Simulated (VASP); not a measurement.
# H2 in VASP: settings compared

Aim: see how the results for H2 move with the level of theory and the settings. Levels: r2SCAN, LDA. Tasks: relaxation of the atoms.

Everything below comes from runs of VASP 6.6.1. Logs are shortened: lines on timing, memory, paths and dates and some standing lists are left out, and cuts for length are marked.

## (1) The structure

The cell holds a molecule in a box, 2 atoms: a = 10.000 Å, b = 10.500 Å, c = 11.000 Å, α = 90.00°, β = 90.00°, γ = 90.00°.

## (2) Relaxation of the atoms, r2SCAN

Contents of INCAR:

```
SYSTEM = H
ALGO = Normal
EDIFF = 1E-7
EDIFFG = -0.02
ENCUT = 520
IBRION = 2
ISIF = 2
ISMEAR = 0
LASPH = .TRUE.
LCHARG = .FALSE.
LMIXTAU = .TRUE.
LREAL = .FALSE.
LWAVE = .FALSE.
METAGGA = R2SCAN
NELM = 60
NSW = 60
PREC = Accurate
SIGMA = 0.05
```

Contents of KPOINTS:

```
k-points
0
G
  1 1 1
  0 0 0
```

Contents of POSCAR:

```
H
1.0
   10.0000000000      0.0000000000      0.0000000000
    0.0000000000     10.5000000000      0.0000000000
    0.0000000000      0.0000000000     11.0000000000
H
2
Direct
    0.5000000000      0.5000000000      0.5335075455
    0.5000000000      0.5000000000      0.4664924545
```

Potentials or basis: VASP PAW PBE potentials, release 64 (H).

Launch:

```console
$ cat potpaw_PBE.64/H/POTCAR > POTCAR
$ mpirun -np 1 vasp_std > vasp.out
```

OUTCAR:

```text
SYSTEM = H
   EDIFF = 1E-7
   EDIFFG = -0.02
   ENCUT = 520
   IBRION = 2
   ISIF = 2
   ISMEAR = 0
   LASPH = .TRUE.
   LREAL = .FALSE.
   METAGGA = R2SCAN
   NELM = 60
   NSW = 60
   PREC = Accurate

 ion  position               nearest neighbor table
   1  0.500  0.500  0.534-   2 0.74
   2  0.500  0.500  0.466-   1 0.74

  LATTYP: Found a simple orthorhombic cell.
 ALAT       =    10.0000000000
 B/A-ratio  =     1.0500000000
 C/A-ratio  =     1.1000000000

  Lattice vectors:

 A1 = (  10.0000000000,   0.0000000000,   0.0000000000)
 A2 = (   0.0000000000,  10.5000000000,   0.0000000000)
 A3 = (   0.0000000000,   0.0000000000,  11.0000000000)

Analysis of symmetry for initial positions (statically):
=====================================================================
 Subroutine PRICEL returns:
 Original cell was already a primitive cell.

 Routine SETGRP: Setting up the symmetry group for a
 simple orthorhombic supercell.

 Subroutine GETGRP returns: Found  8 space group operations
 (whereof  8 operations were pure point group operations)
 out of a pool of  8 trial point group operations.

The static configuration has the point symmetry D_2h.

Analysis of symmetry for dynamics (positions and initial velocities):
=====================================================================
 Subroutine PRICEL returns:
 Original cell was already a primitive cell.

 Routine SETGRP: Setting up the symmetry group for a
 simple orthorhombic supercell.

 Subroutine GETGRP returns: Found  8 space group operations
 (whereof  8 operations were pure point group operations)
 out of a pool of  8 trial point group operations.

The dynamic configuration has the point symmetry D_2h.

 Subroutine INISYM returns: Found  8 space group operations
 (whereof  8 operations are pure point group operations),
 and found     1 'primitive' translations

----------------------------------------------------------------------------------------

                                     Primitive cell

  volume of cell :    1155.0000

  direct lattice vectors                    reciprocal lattice vectors
    10.000000000  0.000000000  0.000000000     0.100000000  0.000000000  0.000000000
     0.000000000 10.500000000  0.000000000     0.000000000  0.095238095  0.000000000
     0.000000000  0.000000000 11.000000000     0.000000000  0.000000000  0.090909091

  length of vectors
    10.000000000 10.500000000 11.000000000     0.100000000  0.095238095  0.090909091

  position of ions in fractional coordinates (direct lattice)
     0.500000000  0.500000000  0.533507546
     0.500000000  0.500000000  0.466492454

  ion indices of the primitive-cell ions
   primitive index   ion index
                 1           1
                 2           2

----------------------------------------------------------------------------------------

 KPOINTS: k-points

Automatic generation of k-mesh.
 Grid dimensions read from file:
 generate k-points for:    1    1    1

 Generating k-lattice:

  Cartesian coordinates                     Fractional coordinates (reciprocal lattice)
     0.100000000  0.000000000  0.000000000     1.000000000  0.000000000  0.000000000
     0.000000000  0.095238095  0.000000000     0.000000000  1.000000000  0.000000000
     0.000000000  0.000000000  0.090909091     0.000000000  0.000000000  1.000000000

  Length of vectors
     0.100000000  0.095238095  0.090909091

  Shift w.r.t. Gamma in fractional coordinates (k-lattice)
     0.000000000  0.000000000  0.000000000

 Subroutine IBZKPT returns following result:
 ===========================================

 Found      1 irreducible k-points:

 Following reciprocal coordinates:
            Coordinates               Weight
  0.000000  0.000000  0.000000      1.000000
   k-points           NKPTS =      1   k-points in BZ     NKDIM =      1   number of bands    NBANDS=      5
   number of dos      NEDOS =    301   number of ions     NIONS =      2
   total plane-waves  NPLWV = 537600
   dimension x,y,z NGX =    80 NGY =   80 NGZ =   84
   dimension x,y,z NGXF=   160 NGYF=  160 NGZF=  168
   ions per type =               2
   NGX,Y,Z   is equivalent  to a cutoff of  13.30, 12.67, 12.70 a.u.
   NGXF,Y,Z  is equivalent  to a cutoff of  26.60, 25.33, 25.39 a.u.
 SYSTEM =  H
   PREC   = accura    normal or accurate (medium, high low for compatibility)
   ISTART =      0    job   : 0-new  1-cont  2-samecut
   ICHARG =      2    charge: 1-file 2-atom 10-const
   ISPIN  =      1    spin polarized calculation?
   LNONCOLLINEAR =      F non collinear calculations
   LSORBIT =      F    spin-orbit coupling
   LASPH  =      T    aspherical Exc in radial PAW
   ENCUT  =  520.0 eV  38.22 Ry    6.18 a.u.  18.59 19.52 20.45*2*pi/ulx,y,z
   NELM   =     60;   NELMIN=  2; NELMDL= -5     # of ELM steps
   EDIFF  = 0.1E-06   stopping-criterion for ELM
   LREAL  =      F    real-space projection
   EDIFFG = -.2E-01   stopping-criterion for IOM
   NSW    =     60    number of steps for IOM
   IBRION =      2    ionic relax: 0-MD 1-quasi-New 2-CG
   NFREE  =      1    steps in history (QN), initial steepest desc. (CG)
   ISIF   =      2    stress and relaxation
   ISYM   =      2    0-nonsym 1-usesym 2-fastsym
   POTIM  = 0.5000    time-step for ionic-motion
   TEBEG  =    0.0;   TEEND  =   0.0 temperature during run
   PSTRESS=    0.0 pullay stress
   NELECT =       2.0000    total number of electrons
   NUPDOWN=      -1.0000    fix difference up-down
   EMIN   =  10.00;   EMAX   =-10.00  energy-range for DOS
   EFERMI =   0.00;   METHOD = LEGACY
   ISMEAR =     0;   SIGMA  =   0.05  broadening in eV -4-tet -1-fermi 0-gaus
   EFERMI_NEDOS =   21; number of points for ismear=-14 and -15
   IALGO  =     38    algorithm
   IMIX   =      4    mixing-type and parameters
     AMIX     =   0.40;   BMIX     =  1.00
     AMIX_MAG =   1.60;   BMIX_MAG =  1.00
  volume/ion in A,a.u.               =     577.50      3897.16
  Fermi-wavevector in a.u.,A,eV,Ry     =   0.196588  0.371498  0.525823  0.038647
  Thomas-Fermi vector in A             =   0.945437
   LORBIT       =      0    0 simple, 1 ext, 2 COOP (PROOUT), +10 PAW based schemes
   METAGGA = R2SCAN    functional components
   LHFCALC =     F    Hartree Fock is set to
   AEXX    =    0.0000 exact exchange contribution
   IVDW    =     0    specifies the selected vdW correction
   LEPSILON=     F    determine dielectric tensor
   LRPA    =     F    only Hartree local field effects (RPA)
 conjugate gradient relaxation of ions
 non-spin polarized calculation
 Gauss-broadening in eV      SIGMA  =   0.05
  energy-cutoff  :      520.00
  volume of cell :     1155.00
 maximum number of plane-waves:     31095
 NGX is ok and might be reduce to    80
   NGX = 37   NGY = 39   NGZ = 41

--------------------------------------- Ionic step        1  -------------------------------------------

 number of electron       2.0000000 magnetization

 Free energy of the ion-electron system (eV)
  ---------------------------------------------------
  ext. energy  EPLUGINS =         0.00000000
  ---------------------------------------------------
  free energy    TOTEN  =        -6.90939586 eV

  energy without entropy =       -6.90939586  energy(sigma->0) =       -6.90939586

------------------------ aborting loop because EDIFF is reached ----------------------------------------

  FORCE on cell =-STRESS in cart. coord.  units (eV):
  Direction    XX          YY          ZZ          XY          YZ          ZX
  --------------------------------------------------------------------------------------
  -------------------------------------------------------------------------------------
  Total       -0.0295290     -0.0291548      0.0802882      0.0000000      0.0000000      0.0000000
  in kB       -0.0409616     -0.0404426      0.1113731      0.0000000      0.0000000      0.0000000
  external PRESSURE =       0.0099896 kB  Pullay stress =       0.0000000 kB
[... 57 lines left out ...]
  energy  without entropy=       -6.9076551327  energy(sigma->0) =       -6.90765513

--------------------------------------- Ionic step        3  -------------------------------------------

 number of electron       2.0000000 magnetization

 Free energy of the ion-electron system (eV)
  ---------------------------------------------------
  ext. energy  EPLUGINS =         0.00000000
  ---------------------------------------------------
  free energy    TOTEN  =        -6.90972285 eV

  energy without entropy =       -6.90972285  energy(sigma->0) =       -6.90972285

 E-fermi : -10.5454     XC(G=0):   0.1202

 val. band max:      -10.7901486185   @ k =   0.0000   0.0000   0.0000
 cond. band min:       0.2251603319   @ k =   0.0000   0.0000   0.0000
 fundamental gap:     11.0153089504
 Fermi energy:       -10.5454313923

 k-point     1 :       0.0000    0.0000    0.0000
  band No.  band energies     occupation
      1     -10.7901      2.00000
      2       0.2252      0.00000
      3       1.2934      0.00000
      4       1.3996      0.00000
      5       1.5810      0.00000

------------------------ aborting loop because EDIFF is reached ----------------------------------------

  FORCE on cell =-STRESS in cart. coord.  units (eV):
  Direction    XX          YY          ZZ          XY          YZ          ZX
  --------------------------------------------------------------------------------------
  -------------------------------------------------------------------------------------
  Total       -0.0293179     -0.0288420     -0.0341915      0.0000000      0.0000000      0.0000000
  in kB       -0.0406688     -0.0400087     -0.0474293      0.0000000      0.0000000      0.0000000
  external PRESSURE =      -0.0427023 kB  Pullay stress =       0.0000000 kB
[... 17 lines left out ...]
  FREE ENERGIE OF THE ION-ELECTRON SYSTEM (eV)
  ---------------------------------------------------
  free  energy   TOTEN  =        -6.9097228509 eV

  energy  without entropy=       -6.9097228509  energy(sigma->0) =       -6.90972285

 reached required accuracy - stopping structural energy minimisation
```

Run time: 23 min. Hardware: 1 thread of Intel Xeon Platinum 8175M at 2.50GHz (Skylake/Cascade Lake), shared host; peak memory 1.2 GiB.

What came out:

```
Free energy                     : -6.9097 eV
Energy gained by relaxing       : 0.2 meV/atom
Ionic steps                     : 3
Gap between the frontier levels : 11.02 eV
```

Step by step:
| step | energy change (eV) | largest force (eV/Å) | pressure (GPa) |
| --- | --- | --- | --- |
| 1 | 0.0000 | 0.1556 | 0.00 |
| 2 | 0.0017 | 0.3786 | -0.02 |
| 3 | -0.0003 | 0.0000 | 0.00 |

Final structure:
```
H
1.0
    10.00000    0.00000    0.00000
     0.00000   10.50000    0.00000
     0.00000    0.00000   11.00000
H
2
Cartesian
  5.0000 5.2500 5.8707
  5.0000 5.2500 5.1293
```

Caveat: the PAW data sets were made with another functional, which shifts forces and pressure a little.

## (3) Relaxation of the atoms, LDA

Contents of INCAR:

```
SYSTEM = H
  ALGO = Normal
  EDIFF = 1E-6
  EDIFFG = -0.02
  ENCUT = 520
  GGA = CA
  IBRION = 2
  ISIF = 2
  ISMEAR = 0
  LASPH = .True.
  LCHARG = .False.
  LREAL = .False.
  LWAVE = .False.
  NELM = 100
  NSW = 40
  PREC = Accurate
  SIGMA = 0.05
```

Contents of KPOINTS:

```
k-points
0
Gamma
  1 1 1
  0 0 0
```

POSCAR is that of step 2.

Potentials or basis: VASP PAW LDA potentials, release 64 (H).

Launch:

```console
$ cat potpaw_LDA.64/H/POTCAR > POTCAR
$ mpirun -np 1 vasp_std > vasp.out
```

Run time: 32 s. Hardware: 1 thread of AMD EPYC 9R45 (Zen 5), shared host; peak memory 0.58 GiB.

It converged, with:

* Free energy: -6.6983 eV
* Energy gained by relaxing: 7.0 meV/atom
* Ionic steps: 3
* Largest force after relaxing: 0.008 eV/Å
* Gap between the frontier levels: 10.00 eV

Forces on the atoms (eV/Å):
```
H    0.000  0.000 -0.008
H    0.000  0.000  0.008
```

Step by step:
| step | energy change (eV) | largest force (eV/Å) | pressure (GPa) |
| --- | --- | --- | --- |
| 1 | 0.0000 | 1.0089 | 0.03 |
| 2 | 0.0523 | 1.7985 | -0.07 |
| 3 | -0.0140 | 0.0075 | 0.00 |

Final structure:
```
CELL_PARAMETERS angstrom
10.00000 0.00000 0.00000
0.00000 10.50000 0.00000
0.00000 0.00000 11.00000
ATOMIC_POSITIONS crystal
H 0.50000 0.50000 0.53482
H 0.50000 0.50000 0.46518
```

Levels at points of the mesh, in eV from the valence-band top:
```csv
k point,band 1,band 2,band 3,band 4,band 5
"(0.00, 0.00, 0.00)",0.00,10.00,10.42,11.03,11.13
```

Expect the measured gap to be larger: semilocal functionals such as LDA lack the derivative discontinuity.
